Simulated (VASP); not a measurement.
## BeTe (rocksalt): one r²SCAN single-point calculation in two programs

```cif
data_structure
_symmetry_space_group_name_H-M 'P 1'
_symmetry_Int_Tables_number 1
_cell_length_a 3.7947
_cell_length_b 3.7947
_cell_length_c 3.7947
_cell_angle_alpha 60.000
_cell_angle_beta 60.000
_cell_angle_gamma 60.000
_cell_volume 38.64
loop_
_atom_site_label
_atom_site_type_symbol
_atom_site_fract_x
_atom_site_fract_y
_atom_site_fract_z
_atom_site_occupancy
Be1 Be 0.00000 0.00000 0.00000 1
Te1 Te 0.50000 0.50000 0.50000 1
```

Each program uses its own PAW datasets. VASP's cell holds 8 valence electrons and Ansatz's 18. Ansatz's stress includes a Pulay correction; VASP's doesn't.

Cutoffs: 520 eV in VASP, 500 eV in Ansatz. k meshes: 8×8×8 and 8×8×8.

```
                                                        VASP                             Ansatz
gap between bands v and c  -1.10 eV (bands overlap: a metal)  -1.09 eV (bands overlap: a metal)
         least direct gap                            2.29 eV                            2.30 eV
                 pressure                            0.0 GPa                            0.0 GPa
```

Band v is the last that the valence electrons fill when counted band by band, and c is the next. Levels in eV from the top of v, Ansatz:

```
point    v−1      v      c   c+1
    Γ  -0.52  -0.52   3.43  6.67
    X  -3.39  -3.39  -1.09  3.27
    W  -5.32  -4.62   3.35  3.69
    K  -5.47  -2.71   0.52  6.12
    L  -0.56  -0.56   2.41  2.41
```

VASP:

```csv
point,v−1,v,c,c+1
Γ,-0.52,-0.52,3.42,6.68
X,-3.39,-3.39,-1.10,3.26
W,-5.33,-4.63,3.35,3.68
K,-5.48,-2.71,0.52,6.08
L,-0.56,-0.56,2.39,2.39
```
